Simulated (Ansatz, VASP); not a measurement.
**ZrB2: VASP beside Ansatz**

INCAR

```
SYSTEM = ZrB2
ALGO = Normal
EDIFF = 1E-6
ENCUT = 520
GGA = PE
ISIF = 2
ISMEAR = -1
LASPH = .TRUE.
LCHARG = .FALSE.
LREAL = .FALSE.
LWAVE = .FALSE.
NBANDS = 16
NELM = 60
PREC = Accurate
SIGMA = 0.05
```

Contents of KPOINTS:

```
k-points
0
G
  12 12 9
  0 0 0
```

File POSCAR:

```
ZrB2
1.0
    3.1649998255      0.0000000000      0.0000000000
   -1.5824999128      2.7409702519      0.0000000000
    0.0000000000      0.0000000000      3.5200000000
Zr B
1 2
Direct
    0.0000000000      0.0000000000      0.0000000000
    0.3333333333      0.6666666667      0.5000000000
    0.6666666667      0.3333333333      0.5000000000
```

Input for Ansatz:

```yaml
crystal:
  lattice:
    - [3.1649998255, 0.0, 0.0]
    - [-1.5824999128, 2.7409702519, 0.0]
    - [0.0, 0.0, 3.52]
  atoms:
    - { symbol: Zr, position: [0.0, 0.0, 0.0] }
    - { symbol: B, position: [0.3333333333, 0.6666666667, 0.5] }
    - { symbol: B, position: [0.6666666667, 0.3333333333, 0.5] }
kpoints:
  mp_grid: { grid: [12, 12, 9] }
  band_path:
    path:
      - [0.0, 0.0, 0.0]
      - [0.5, 0.0, 0.0]
      - [0.3333333333, 0.3333333333, 0.0]
      - [0.0, 0.0, 0.0]
      - [0.0, 0.0, 0.5]
      - [0.5, 0.0, 0.5]
      - [0.3333333333, 0.3333333333, 0.5]
      - [0.0, 0.0, 0.5]
      - [0.5, 0.0, 0.5]
    npoints: 14
scf:
  occupations: { method: fermi_dirac, width: 0.05 }
hamiltonian:
  xc: pbe
  pseudopotentials: { kind: all_electron, lapw: { basis_error: 0.001 } }
output:
  forces: true
  stress: true
  eigenvalues: true
  fatbands: true
  populations: true
  dos: { projected: true, de: 0.2, e_range: [-14, 8] }
```

Alike in both runs: task single point; functional PBE; k mesh 12 × 12 × 9; occupations fermi-dirac, width 0.05 eV; no spin polarisation.

|  | VASP | Ansatz |
| --- | --- | --- |
| version | VASP 6.6.1 | Ansatz 0.2.0 |
| potentials or method | VASP PAW PBE potentials, release 64 (Zr_sv, B) | all-electron LAPW, scalar-relativistic |
| plane-wave cutoff (eV) | 520 | see its input |

Ansatz gave:

* pressure (GPa): 2.4
* largest component of the traceless stress (GPa): 1.01

Problem. What did VASP give for the same quantities?

Solution. Pressure (GPa): 2.5; largest component of the traceless stress (GPa): 1.02.

Ansatz ran all-electron here, so the differences hold the error of VASP's frozen core and of both bases.
